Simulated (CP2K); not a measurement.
Crystal: TiTe2.

```xyz
3
Lattice="3.7770 0.0000 0.0000 -1.8885 3.2710 0.0000 0.0000 0.0000 6.4980" Properties=species:S:1:pos:R:3 pbc="T T T"
Te    0.0000    2.1807    4.7903
Te    1.8885    1.0903    1.7077
Ti    0.0000    0.0000    0.0000
```

Program: CP2K 2026.2. Alike in all runs: task band structure; no spin polarisation; cell as given; k mesh 8 × 8 × 4.

Order these runs on this cell by their pressure, lowest first.
A. level PBEsol; potentials or basis POTENTIAL_UZH Te GTH-PBE-q6, Ti GTH-PBE-q12; TZVP-MOLOPT-PBE-GTH basis; smearing fermi-dirac 0.1 eV; EPS_DEFAULT 1.0E-10; NGRIDS 5; points a segment of the path (NPOINTS) 6; bands added on the path 2; CUTOFF of the grids 450 Ry
B. level r2SCAN; potentials or basis POTENTIAL_UZH Te GTH-SCAN-q6, Ti GTH-SCAN-q12; TZVP-MOLOPT-SCAN-GTH basis; smearing fermi-dirac 0.0259 eV; EPS_DEFAULT 1.0E-9; NGRIDS 5; points a segment of the path (NPOINTS) 6; bands added on the path 6; CUTOFF of the grids 675 Ry
C. level LDA; potentials or basis GTH_POTENTIALS Te GTH-PADE-q6, Ti GTH-PADE-q12; TZVP-MOLOPT-PBE-GTH basis; smearing fermi-dirac 0.05 eV; EPS_DEFAULT 1.0E-9; NGRIDS 4; points a segment of the path (NPOINTS) 8; bands added on the path 4; CUTOFF of the grids 450 Ry

C (-3.5 GPa), A (-0.6 GPa), B (1.1 GPa).

Caveats: the basis of atomic orbitals isn't converged, which shifts pressures, moduli and gaps; the potentials were made for another functional, which shifts forces and pressure (some runs); this functional lacks dispersion, which binds the layers, so the pressure and a relaxed spacing across them are unreliable (some runs).

Runs at the PBE level aren't shown here.
